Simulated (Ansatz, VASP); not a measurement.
**Two plane-wave programs on TiS2**

Contents of POSCAR:

```
TiS2
1.0
    3.4120000000      0.0000000000      0.0000000000
   -1.7060000000      2.9548786800      0.0000000000
    0.0000000000      0.0000000000      5.6950000000
Ti S
1 2
Direct
    0.0000000000      0.0000000000      0.0000000000
    0.3333333333      0.6666666667      0.2500000000
    0.6666666667      0.3333333333      0.7500000000
```

The input INCAR.step1:

```
PREC = Accurate ; ENCUT = 520
EDIFF = 1E-5 ; ISMEAR = 0
SIGMA = 0.01 ; LREAL = F
LASPH = T ; NELM = 100
ALGO = Normal ; ISIF = 2
LWAVE = T ; GGA = PE
NBANDS = 19
```

The input INCAR.step2:

```
PREC = Accurate ; ENCUT = 520
EDIFF = 1E-6 ; ISMEAR = 0
SIGMA = 0.01 ; LREAL = F
LASPH = T ; NELM = 100
ALGO = Normal ; ISIF = 2
LWAVE = F ; LCHARG = T
GGA = B3 ; LHFCALC = T
AEXX = 0.2 ; AGGAX = 0.72
AGGAC = 0.81 ; ALDAC = 0.19
PRECFOCK = Normal ; HFRCUT = -1
LELF = T ; LVHAR = T
ISTART = 1 ; NBANDS = 19
```

File KPOINTS:

```
regular mesh
0
Gamma
  5 5 3
```

Input for Ansatz:

```yaml
crystal:
  lattice:
    - [3.412, 0.0, 0.0]
    - [-1.706, 2.95487868, 0.0]
    - [0.0, 0.0, 5.695]
  atoms:
    - { symbol: Ti, position: [0.0, 0.0, 0.0] }
    - { symbol: S, position: [0.3333333333333333, 0.6666666666666666, 0.25] }
    - { symbol: S, position: [0.6666666666666666, 0.3333333333333333, 0.75] }
accuracy: medium
basis:
  ecutwfc: 530.0
kpoints:
  mp_grid:
    grid: [5, 5, 3]
    shift: [0.0, 0.0, 0.0]
hamiltonian:
  xc: b3lyp
scf:
  convergence:
    dr2_threshold: 1.0e-07
  occupations:
    method: fixed
output:
  eigenvalues: true
```

Alike in both runs: task single point; functional B3LYP; k mesh 5 × 5 × 3; no spin polarisation.

```csv
,VASP,Ansatz
version,VASP 6.6.1,Ansatz 0.2.0
potentials or method,"VASP PAW PBE potentials, release 64 (Ti_sv, S)","plane waves, PAW"
plane-wave cutoff (eV),520,530
occupations,"gaussian, width 0.01 eV",fixed
valence electrons in the cell,24,24
```

VASP gave:

```
gap on the k mesh at the Fermi level (eV) : 1.07
```

**Question.** Which values does Ansatz return?

**Answer.** gap on the k mesh at the Fermi level (eV): 1.06.

Ansatz warned: «metallic_iterate».

Caveats: the k mesh is coarse (spacing up to 0.43 Å⁻¹), so the values aren't converged, least of all with exact exchange; an odd mesh through Γ misses points on the zone boundary, where band edges often lie.
